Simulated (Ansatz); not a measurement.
**Convergence study of TiO2**

Aim: run TiO2 with the default SCF settings, then change one group of settings at a time and see what moves: the number of iterations, the state or the numbers. TiO$_{2}$ is taken in the deposited crystal structure (space group P4_2/mnm), 6 atoms in the cell. Source: COD entry 9004141.

Program: Ansatz 0.2.0. Level of theory: DFT PBE, PAW, plane waves, scalar-relativistic. These are calculated values, not measurements.

4 further runs of the same task are left out: 2 that didn't finish, 2 set aside as unsound or not needed.

### 1 The structure to begin with

The structure is tetragonal, space group P4_2/mnm (No. 136). The conventional cell has a = 4.593 Å, b = 4.593 Å, c = 2.959 Å, α = 90.00°, β = 90.00°, γ = 90.00°. Around Ti (site symmetry mmm) lie 6 O at 1.95 to 1.98 Å. Around O (site symmetry m2m) lie 3 Ti at 1.95 to 1.98 Å.

Coordinates:

```xyz
6
Lattice="4.5930 0.0000 0.0000 0.0000 4.5930 0.0000 0.0000 0.0000 2.9590" Properties=species:S:1:pos:R:3 pbc="T T T"
Ti    0.0000    0.0000    0.0000
Ti    2.2965    2.2965    1.4795
O     1.4013    1.4013    0.0000
O     0.8952    3.6978    1.4795
O     3.1917    3.1917    0.0000
O     3.6978    0.8952    1.4795
```

Labels such as O6 number the atoms in the order of the input file.

Changes shown after the default run: Broyden, β 0.3, preconditioner Resta; Anderson, β 1.0, history 8, no preconditioner; Broyden, β 0.3, history 8, no preconditioner; Fermi–Dirac width 0.0005 eV, no switch to direct minimisation; cold smearing, width 2.0 eV; cold smearing, width 0.05 eV.

The search for lower states is off throughout, and inputs that name a mixer don't switch to direct minimisation unless they say so. Spin is collinear, with starting moments Ti1 1.00, Ti2 1.00 μB. β is the mixing step of the charge; the magnetisation has a step of its own, which the program sets unless it is named.

### 2 Default SCF settings

File input.yaml:

```yaml
crystal:
  lattice:
    - [4.593, 0.0, 0.0]
    - [0.0, 4.593, 0.0]
    - [0.0, 0.0, 2.959]
  atoms:
    - { symbol: Ti, position: [0.0, 0.0, 0.0], spin: 1.0 }
    - { symbol: Ti, position: [0.5, 0.5, 0.5], spin: 1.0 }
    - { symbol: O, position: [0.3051, 0.3051, 0.0] }
    - { symbol: O, position: [0.1949, 0.8051, 0.5] }
    - { symbol: O, position: [0.6949, 0.6949, 0.0] }
    - { symbol: O, position: [0.8051, 0.1949, 0.5] }
magnetization:
  spin_polarized: true
hamiltonian:
  xc: pbe
  pseudopotentials: { kind: paw }
basis:
  ecutwfc: 420
kpoints:
  mp_grid: { grid: [5, 5, 7] }
scf:
  occupations: { method: fermi_dirac, width: 0.03 }
  lower_state_search: "off"
output:
  forces: true
  stress: true
  write_density: true
  write_potential: true
  elf: true
  volumetric_format: npy
```

The run is started by

```sh
$ ansatz run input.yaml --threads 2 --pin off --max-ram 5120MiB --backend cpu --events-out ev --progress --plain --runs-dir out
```

Standard output:

```text
Engine: ansatz 0.2.0, x86_64-unknown-linux-gnu
Pseudopotentials: kind: paw
Pseudopotential: Ti, paw, valence charge 12, recommended cutoff 420 eV (normal), Ti.paw.azcp
Pseudopotential: O, paw, valence charge 6, recommended cutoff 420 eV (normal), O.paw.azcp
Functional definition: PBE
  parameter kappa = 0.804
  parameter beta = 0.06672455060314922
  exchange = pbe_x(kappa = kappa, mu = beta*pi^2/3)
  correlation = pbe_c(beta = beta)
Crystal: 6 atoms, lattice volume = 62.422 Å³
Basis set: ecut = 420 eV, 1217 PW (Γ), exchange–correlation on 64×64×40 points (8 copies of the dense FFT grid, shifted against one another)
Bands: 31, of which v1, the nominal top of the filled ones, is band 24 counted from 1 (23 counted from 0)
Symmetry: 16 space group operations
Space group: P42/mnm (ITA 136), of the structure as read, at distance tolerance 4.0e-5 Å
Magnetic group: BNS 136.495 (UNI 1155), of the structure as read, at distance tolerance 4.0e-5 Å
k-points: 24 of 175
Non-local potential: Ti, projectors of the file, l = 0: 3, l = 1: 2, l = 2: 3, l = 3: 1
Non-local potential: O, projectors of the file, l = 0: 2, l = 1: 2, l = 2: 1
PAW form: soft (Blöchl's): semilocal exchange-correlation on the pseudo side does not see the compensation charge
PAW one-centre angular grid: Ti, 590 points (default); XC on 64 Gauss nodes
PAW one-centre angular grid: O, 110 points (default); XC on 64 Gauss nodes
Initial density: superposition of atomic densities (chi_scale 0.1, normalization cell, long waves kept (reshape's long-wave potential 0.00 eV rms))
Starting moments: Σ|m| = 2 μB on 2 of 6 sites
Initial wavefunctions: pseudopotential atomic-orbital guess
Functional: x = pbe(κ = 0.804, μ = 0.2195149727645171), c = pbe(β = 0.06672455060314922)
SCF iter   1: F=—  HF=-7277.203883 eV  |F-HF|=—  |Δ(HF+E_count)|=         —  Δρ=5.65e-2 (↑5.65e-2 ↓5.57e-2)  dr2=2.59e0  dr2_m=1.18e0  M=0.000 μB ∫|m|=0.448 μB  β_m=0.30  ethr=3.10e-3  ⟨swp⟩=6.1  Hψ=5937  notcnv=0
preconditioner: auto → Resta (q_TF=auto, 2.611 Å⁻¹)  ε∞=8.1  [insulator: Δε(μ)=1.758 eV  Ē_g=10.008 eV  σ=0.030 eV  W_gap=1.00  n_scr=18 (ndim 8)  ℏωp=26.6 eV  f_vac=0.000  D(μ)=0.00/eV (n_scr^D=0)  ε∞_Penn≈8.1]
spin=Collinear: Resta preconditioning applied to the charge; magnetization (m = ρ↑ − ρ↓) channel mixes plain (no charge-response kernel on spin).
SCF iter   2: F=—  HF=-7277.116960 eV  |F-HF|=—  |Δ(HF+E_count)|=   8.69e-2  Δρ=4.21e-2 (↑3.39e-2 ↓4.21e-2)  dr2=8.85e-1  dr2_m=6.01e-1  M=0.000 μB ∫|m|=0.405 μB  β_m=0.30  ethr=3.10e-3  ⟨swp⟩=2.3  Hψ=2365  notcnv=0  defer=60
SCF iter   3: F=—  HF=-7277.160517 eV  |F-HF|=—  |Δ(HF+E_count)|=   4.36e-2  Δρ=2.92e-2 (↑2.46e-2 ↓2.92e-2)  dr2=3.41e-1  dr2_m=3.25e-1  M=0.000 μB ∫|m|=0.318 μB  β_m=0.30  ethr=1.84e-3  ⟨swp⟩=1.6  Hψ=1570  notcnv=0  defer=60
SCF iter   4: F=—  HF=-7277.208991 eV  |F-HF|=—  |Δ(HF+E_count)|=   4.85e-2  Δρ=1.96e-2 (↑1.96e-2 ↓1.63e-2)  dr2=2.45e-2  dr2_m=1.76e-1  M=0.000 μB ∫|m|=0.250 μB  β_m=0.30  ethr=7.09e-4  ⟨swp⟩=2.0  Hψ=2458  notcnv=0  defer=60
SCF iter   5: F=—  HF=-7277.242503 eV  |F-HF|=—  |Δ(HF+E_count)|=   3.35e-2  Δρ=1.33e-2 (↑1.33e-2 ↓1.28e-2)  dr2=4.14e-3  dr2_m=9.56e-2  M=0.000 μB ∫|m|=0.202 μB  β_m=0.30  ethr=5.10e-5  ⟨swp⟩=2.2  Hψ=2769  notcnv=0  defer=60
SCF iter   6: F=—  HF=-7277.260341 eV  |F-HF|=—  |Δ(HF+E_count)|=   1.78e-2  Δρ=9.76e-3 (↑9.53e-3 ↓9.76e-3)  dr2=1.60e-3  dr2_m=5.25e-2  M=0.000 μB ∫|m|=0.162 μB  β_m=0.30  ethr=8.63e-6  ⟨swp⟩=2.4  Hψ=2574  notcnv=0  defer=60
SCF iter   7: F=—  HF=-7277.269844 eV  |F-HF|=—  |Δ(HF+E_count)|=   9.50e-3  Δρ=7.21e-3 (↑7.21e-3 ↓7.10e-3)  dr2=6.67e-5  dr2_m=2.93e-2  M=0.000 μB ∫|m|=0.130 μB  β_m=0.30  ethr=3.32e-6  ⟨swp⟩=2.0  Hψ=2616  notcnv=0  defer=60
SCF iter   8: F=—  HF=-7277.274316 eV  |F-HF|=—  |Δ(HF+E_count)|=   4.47e-3  Δρ=5.38e-3 (↑5.38e-3 ↓5.35e-3)  dr2=3.90e-5  dr2_m=1.65e-2  M=0.000 μB ∫|m|=0.105 μB  β_m=0.30  ethr=1.39e-7  ⟨swp⟩=2.0  Hψ=2619  notcnv=0  defer=60
Mixer restart at iter 8: flushing history
spin-set hold released at iteration 8 (site moments contracting): the magnetisation degrees of freedom join the quasi-Newton model from the next iteration; the mixer history was flushed
SCF iter   9: F=—  HF=-7277.276865 eV  |F-HF|=—  |Δ(HF+E_count)|=   2.55e-3  Δρ=4.06e-3 (↑4.06e-3 ↓4.04e-3)  dr2=2.34e-5  dr2_m=9.39e-3  M=0.000 μB ∫|m|=0.085 μB  β_m=0.65  ethr=8.13e-8  ⟨swp⟩=2.0  Hψ=2517  notcnv=0  defer=60
SCF iter  10: F=—  HF=-7277.280478 eV  |F-HF|=—  |Δ(HF+E_count)|=   3.61e-3  Δρ=4.76e-4 (↑4.76e-4 ↓4.64e-4)  dr2=1.13e-6  dr2_m=1.26e-4  M=0.000 μB ∫|m|=0.014 μB  β_m=0.82  ethr=4.87e-8  ⟨swp⟩=3.0  Hψ=3464  notcnv=0  defer=60
SCF iter  11: F=—  HF=-7277.280546 eV  |F-HF|=—  |Δ(HF+E_count)|=   6.89e-5  Δρ=1.28e-4 (↑1.00e-4 ↓1.28e-4)  dr2=8.24e-7  dr2_m=7.34e-6  M=0.000 μB ∫|m|=0.004 μB  β_m=0.91  ethr=2.35e-9  ⟨swp⟩=3.0  Hψ=3368  notcnv=0  defer=60
SCF iter  12: F=—  HF=-7277.280471 eV  |F-HF|=—  |Δ(HF+E_count)|=   7.57e-5  Δρ=4.68e-5 (↑4.68e-5 ↓3.98e-5)  dr2=4.32e-6  dr2_m=1.87e-8  M=0.000 μB ∫|m|=0.000 μB  β_m=0.65  ethr=1.72e-9  ⟨swp⟩=2.6  Hψ=2885  notcnv=0  defer=60
iter 13 did not close the SCF: its close was put off for a magnetic moment that had not settled (scf_convergence_deferred on its scf_iter line)
SCF iter  13: F=-7277.280470 eV  HF=-7277.280470 eV  |F-HF|=2.30e-8  |Δ(HF+E_count)|=   7.92e-7  Δρ=6.48e-6 (↑5.67e-6 ↓6.48e-6)  dr2=2.30e-8  dr2_m=1.69e-8  M=0.000 μB ∫|m|=0.000 μB  β_m=0.83  ethr=2.08e-10  ⟨swp⟩=11.0  Hψ=9920  notcnv=0
SCF iter  14: F=-7277.280470 eV  HF=-7277.280470 eV  |F-HF|=9.28e-10  |Δ(HF+E_count)|=   3.55e-8  Δρ=8.10e-7 (↑8.10e-7 ↓6.83e-7)  dr2=1.57e-9  dr2_m=4.20e-11  M=0.000 μB ∫|m|=0.000 μB  ethr=4.79e-11  ⟨swp⟩=5.0  Hψ=7866  notcnv=0
WARN: the starting moments were not kept: the SCF closed with an absolute magnetisation of 7.3e-6 μB, where they sum to 2 μB in size (2 sites). That is at most 0.1 of that sum. Measured as dr2_m measures the in/out step, that magnetisation stands 7.5e-12 eV from none, at or under the dr2_threshold of 1.0e-7 eV: it is no larger than a step whose dr2_m would equal this threshold. The system may hold no moment; this SCF shows only that its start led to no more than that. To try another start: raise the starting moments (crystal.atoms[].spin, magnetization.per_species, magnetization.initial_magnetization, or on a non-collinear deck that types none of these the spinor_matrix: blocks that start its atoms; where the total moment is fixed, keep their sum and leave initial_magnetization as it is; typed ones take the place of any that the run laid by itself, positive ones on a crystal's lanthanoids without a Hubbard term where scf.initial_density.shell_occupations: [] is typed) or, if the notice of its spin-set hold's release reads "site moments contracting" or "site moments show no strong build", lengthen the hold (scf.mixing.spin_hold: { on: { confirm: 4 } }; for m-r²SCAN on two components see the key's manual first). Each may lead to a state that holds a moment. A second SCF, from the converged charge density, with the starting moments and any scf.initial_density.shell_occupations laid on it anew, would have followed, and was not run: the deck does not ask for one (magnetization.retry_lost_moments is false, the default). To let it run, set magnetization.retry_lost_moments: true and run the deck again, where that key's refused combinations let it; where memory then withholds it, that run's warning says so.
SCF 1 converged in 14 iterations: F = -7277.280470 eV  dr2 = 1.57e-9
SCF converged after 14 iterations
Magnetization: 0.0000 μB (24.0000 up, 24.0000 down)
Absolute magnetization: 0.0000 μB (∫|ρ↑−ρ↓|, with the PAW one-centre terms)
Spin contamination: 0.0000 ħ² per cell (⟨S²⟩ above its minimum at these occupations)
Per-site moments (μB) at R_I (Å): [(-1.099237951149664e-6, 0.8032212157365887), (-1.0992379511173286e-6, 0.8032212157365887), (7.365014680443727e-7, 0.8032212157365888), (7.365014680394347e-7, 0.8032212157365887), (7.36501467991682e-7, 0.8032212157365887), (7.365014680343448e-7, 0.8032212157365887)]
Free energy (F): -7277.280470 eV
Harris-Foulkes:  -7277.280470 eV  (|F-HF|=9.28e-10)
Internal energy: -7277.280470 eV  (E = F + TS)
E sigma→0 (E₀):  -7277.280470 eV
Fermi energy:    10.071382 eV
--- Per-component energies (eV) ---
  E_band       = -390.799892
  E_kinetic    = 1247.420416
  E_local      = -3085.944390  (includes V_loc(G=0)·N_el)
  E_nonlocal   = 196.435002
  E_hartree    = 1175.615254
  E_xc         = -492.918227
  E_vxc        = -624.296044  (∫ρ·V_xc dr)
  E_paw        = -2721.977531  (= ΣΔE_a)
  E_vpaw       = -475.654783  (= ΣTr[D̂ρ^β])
  E_aug_tail   = 0.010069  (compensation charges beyond the density's cutoff)
  E_ewald      = -3595.921062
  E_smearing   = -0.000000  (= −TS)
  E_closure    = -0.000000  (closes the sum)
  Σ components = -7277.280470   (vs F -7277.280470, Δ=0.00e0)
--- Forces (eV/Å), atoms counted from 1 ---
  atom   1  Ti     0.00000000    -0.00000000     0.00000000
  atom   2  Ti     0.00000000     0.00000000     0.00000000
  atom   3  O     -0.07996387    -0.07996387     0.00000000
  atom   4  O      0.07996387    -0.07996387     0.00000000
  atom   5  O      0.07996387     0.07996387     0.00000000
  atom   6  O     -0.07996387     0.07996387     0.00000000
  max |Σ_I F_I| component: 2.78e-17 eV/Å
--- Stress (GPa, compression-positive) ---
        5.508888       0.000000       0.000000
        0.000000       5.508888       0.000000
        0.000000       0.000000       4.568698
  P = ⅓ Tr σ = 5.1955 GPa (51.955 kbar)
--- Band table (eV; the first three rows and the last of 48) ---
  k-point 0 ↑: bands = ["-47.7177", "-47.7005", "-24.0388", "-24.0388", "-23.8715", "-23.8715", "-23.8321", "-23.7972", "-9.0718", "-7.9039", "-7.1532", "-7.1532", "3.3739", "3.7855", "4.2290", "5.3017", "5.3017", "6.5948", "6.5948", "7.1584", "8.4362", "8.6973", "8.6973", "9.1339", "11.0341", "11.3457", "11.5653", "11.6527", "11.6527", "13.5391", "13.7272"]
  k-point 1 ↑: bands = ["-47.7092", "-47.6937", "-24.0163", "-24.0163", "-23.9179", "-23.8876", "-23.8678", "-23.8678", "-8.8612", "-7.7857", "-7.2530", "-7.2530", "3.6654", "4.0050", "4.4628", "5.1148", "5.1148", "6.5837", "6.9684", "6.9684", "7.6624", "8.3029", "8.3029", "9.0260", "11.4430", "11.4835", "11.5157", "11.9079", "11.9079", "13.5623", "13.8315"]
  k-point 2 ↑: bands = ["-47.6896", "-47.6789", "-24.1057", "-24.0864", "-23.9622", "-23.9622", "-23.8626", "-23.8626", "-8.3422", "-7.5572", "-7.4756", "-7.4756", "4.3586", "4.4913", "5.0573", "5.0573", "5.1394", "5.5914", "6.3928", "7.4224", "7.4224", "7.4714", "7.4714", "8.4757", "11.4139", "11.7793", "12.1357", "12.4182", "12.4182", "13.1009", "14.3409"]
  k-point 23 ↓: bands = ["-47.6705", "-47.6701", "-24.2494", "-24.2461", "-23.9111", "-23.9049", "-23.8708", "-23.8692", "-7.8570", "-7.7376", "-7.5421", "-7.4172", "4.2391", "4.4578", "4.6542", "4.7947", "5.5073", "5.7764", "6.5134", "6.5475", "7.6571", "7.7820", "8.2672", "8.4120", "11.4811", "11.8557", "12.2844", "12.3150", "12.3674", "12.6915", "14.4979"]
```

Wall time 2.9 s (2 threads of AMD EPYC 9R45 (Zen 5), shared host); peak memory 0.44 GiB.

The reference: 14 iterations with the default settings (MSR1 mixing, preconditioner Resta); non-magnetic, a gap of 1.90 eV on the k-mesh.

Density in a lattice plane of the grid's cell (edges 4.59 and 4.59 Å, at 0.000 of the third edge), which holds Ti and O.

Ten even steps from ' ' (0.04 e/Å³) to '@' (10.01 e/Å³):
```
@@%%**--..                              ..--**%%
**++--..                                  ..--++
::....                          ......      ....
                            ..::----::..        
                            ::==++++==--..      
                          ..::++####**--..      
                          ..::==****++--..      
                            ..::----::..        
                              ........          
                                                
            ........                            
          ..::----::..                          
        ..--++****==::..                        
        ..--**####++::..                        
        ..--==++++==::                          
          ..::----::..                          
::....      ......                          ....
**++--..                                  ..--++
@@%%**--..                              ..--**%%
@@@@##--..                              ..--##@@
```
Columns run along the first of these edges and rows up along the second, over one cell in 24 and 20 even steps from the bottom left corner. Atoms in the plane (fractional): Ti at (0.00, 0.00), O at (0.31, 0.31), O at (0.69, 0.69).

ELF in the same plane.

Ten even steps from ' ' (0.00) to '@' (0.82):
```
..--**##==..              ..::----::....==####--
**####++::              ..--++######++::::++####
**++==::              ..==**%%@@@@@@%%**--::==++
::....                --**%%@@@@@@@@@@@@##==::::
                    ..==##@@@@%%##**%%@@@@##--..
                    ..==%%@@@@##==--**@@@@@@**::
                    ..==##@@@@%%**++##@@@@@@**::
              ........::++##@@@@@@@@@@@@@@%%++::
        ..::--==--::....::++##@@@@@@@@@@%%**--  
    ..::==**##%%##**==::..::==**##%%##**==::..  
    --**%%@@@@@@@@@@##++::....::--==--::..      
  ::++%%@@@@@@@@@@@@@@##++::........            
  ::**@@@@@@##++**%%@@@@##==..                  
  ::**@@@@@@**--==##@@@@%%==..                  
  ..--##@@@@%%**##%%@@@@##==..                  
::::::==##@@@@@@@@@@@@%%**--                ....
**++==::--**%%@@@@@@%%**==..              ::==++
**####++::::++######++--..              ::++####
..--####==....::----::..              ..==##**--
  ..++##==..                          ..==##++..
```
Columns run along the first of these edges and rows up along the second, over one cell in 24 and 20 even steps from the bottom left corner. Atoms in the plane (fractional): Ti at (0.00, 0.00), O at (0.31, 0.31), O at (0.69, 0.69).

Both are smooth fields of the valence electrons: close to the nuclei they are not physical.

The highest ELF values outside the cores: 0.83 in the shell around O, 0.6 Å from O.

### 3 Broyden, β 0.3, preconditioner Resta

Edit input.yaml of step 2 so:

```diff
@@ -24,2 +24,5 @@
   lower_state_search: "off"
+  algorithm: density_mixing
+  max_iter: 80
+  mixing: { algorithm: broyden, beta: 0.3, preconditioner: resta }
 output:
@@ -27,5 +30 @@
   stress: true
-  write_density: true
-  write_potential: true
-  elf: true
-  volumetric_format: npy
```

The run is started by

```sh
$ ansatz run input.yaml --threads 2 --pin off --max-ram 5120MiB --backend cpu --events-out ev --progress --plain --runs-dir out
```

Standard output, shortened:

```text
[... 22 lines as in an earlier run ...]
Starting moments: Σ|m| = 2 μB on 2 of 6 sites
[... 2 lines as in an earlier run ...]
SCF iter   1: F=—  HF=-7277.203883 eV  |F-HF|=—  |Δ(HF+E_count)|=         —  Δρ=5.65e-2 (↑5.65e-2 ↓5.57e-2)  dr2=2.59e0  dr2_m=1.18e0  M=0.000 μB ∫|m|=0.448 μB  β_m=0.30  ethr=3.10e-3  ⟨swp⟩=6.1  Hψ=5937  notcnv=0
[...]
[... 1 line as in an earlier run ...]
[...]
spin-set hold released at iteration 8 (site moments contracting): the magnetisation degrees of freedom join the quasi-Newton model from the next iteration; the mixer history was flushed
[...]
SCF iter  16: F=-7277.280470 eV  HF=-7277.280470 eV  |F-HF|=4.18e-11  |Δ(HF+E_count)|=  1.18e-11  Δρ=1.95e-7 (↑1.95e-7 ↓1.20e-7)  dr2=5.77e-11  dr2_m=2.81e-12  M=0.000 μB ∫|m|=0.000 μB  ethr=1.43e-12  ⟨swp⟩=1.0  Hψ=3888  notcnv=0
WARN: the starting moments were not kept: the SCF closed with an absolute magnetisation of 2.7e-6 μB, where they sum to 2 μB in size (2 sites). That is at most 0.1 of that sum. Measured as dr2_m measures the in/out step, that magnetisation stands 1.0e-12 eV from none, at or under the [...]
this state was not tested for a lower state beside it, because the mixer in use, unlike msr1, does not test its closes by its own steps (another_mixer; see scf.mixing.algorithm and scf.lower_state_search)
SCF converged after 16 iterations
Magnetization: 0.0000 μB (24.0000 up, 24.0000 down)
Absolute magnetization: 0.0000 μB (∫|ρ↑−ρ↓|, with the PAW one-centre terms)
Spin contamination: 0.0000 ħ² per cell (⟨S²⟩ above its minimum at these occupations)
Per-site moments (μB) at R_I (Å): [(3.8353925042695663e-7, 0.8032212157365887), (3.835392504852793e-7, 0.8032212157365887), (-3.204769153452276e-7, 0.8032212157365888), (-3.204769154564251e-7, 0.8032212157365887), (-3.204769153852303e-7, 0.8032212157365887), (-3.204769153803699e-7, [...]
Free energy (F): -7277.280470 eV
[...]
E sigma→0 (E₀):  -7277.280470 eV
Fermi energy:    10.071394 eV
[... 28 lines left out: energy terms, forces, stress ...]
```

Run time: 2 s. Hardware: 2 threads of AMD EPYC 9R45 (Zen 5), shared host; peak memory 0.42 GiB.

It takes 16 iterations (default 14). Against the default run: the same free energy.

### 4 Anderson, β 1.0, history 8, no preconditioner

Edit input.yaml of step 3 so:

```diff
@@ -26,3 +26,3 @@
   max_iter: 80
-  mixing: { algorithm: broyden, beta: 0.3, preconditioner: resta }
+  mixing: { algorithm: anderson, ndim: 8, beta: 1.0, preconditioner: none }
 output:
```

The run is started by

```sh
$ ansatz run input.yaml --threads 2 --pin off --max-ram 5120MiB --backend cpu --events-out ev --progress --plain --runs-dir out
```

Standard output, shortened:

```text
[... 22 lines as in an earlier run ...]
Starting moments: Σ|m| = 2 μB on 2 of 6 sites
[... 2 lines as in an earlier run ...]
SCF iter   1: F=—  HF=-7277.203883 eV  |F-HF|=—  |Δ(HF+E_count)|=         —  Δρ=5.65e-2 (↑5.65e-2 ↓5.57e-2)  dr2=2.59e0  dr2_m=1.18e0  M=0.000 μB ∫|m|=0.448 μB  β_m=1.00  ethr=3.10e-3  ⟨swp⟩=6.1  Hψ=5937  notcnv=0
[...]
spin-set hold released at iteration 5 (site moments contracting): the magnetisation degrees of freedom join the quasi-Newton model from the next iteration; the mixer history was flushed
[...]
SCF iter  11: F=-7277.280470 eV  HF=-7277.280470 eV  |F-HF|=4.90e-10  |Δ(HF+E_count)|=   2.31e-8  Δρ=7.70e-7 (↑7.70e-7 ↓7.26e-7)  dr2=6.62e-10  dr2_m=2.86e-11  M=0.000 μB ∫|m|=0.000 μB  ethr=2.08e-10  ⟨swp⟩=3.8  Hψ=4085  notcnv=0
WARN: the starting moments were not kept: the SCF closed with an absolute magnetisation of 7.8e-6 μB, where they sum to 2 μB in size (2 sites). That is at most 0.1 of that sum. Measured as dr2_m measures the in/out step, that magnetisation stands 1.0e-11 eV from none, at or under the [...]
[... 1 line as in an earlier run ...]
SCF converged after 11 iterations
Magnetization: 0.0000 μB (24.0000 up, 24.0000 down)
Absolute magnetization: 0.0000 μB (∫|ρ↑−ρ↓|, with the PAW one-centre terms)
Spin contamination: 0.0000 ħ² per cell (⟨S²⟩ above its minimum at these occupations)
Per-site moments (μB) at R_I (Å): [(9.090462816726519e-7, 0.8032212157365887), (9.090462816099877e-7, 0.8032212157365887), (-9.511690141535547e-7, 0.8032212157365888), (-9.511690141292895e-7, 0.8032212157365887), (-9.511690141631239e-7, 0.8032212157365887), (-9.511690141707577e-7, [...]
Free energy (F): -7277.280470 eV
[...]
E sigma→0 (E₀):  -7277.280470 eV
Fermi energy:    10.071385 eV
[... 28 lines left out: energy terms, forces, stress ...]
```

Wall time 1.4 s (2 threads of AMD EPYC 9R45 (Zen 5), shared host); peak memory 0.43 GiB.

11 iterations against 14; the same free energy.

(Part 1 of 2 ends here.)
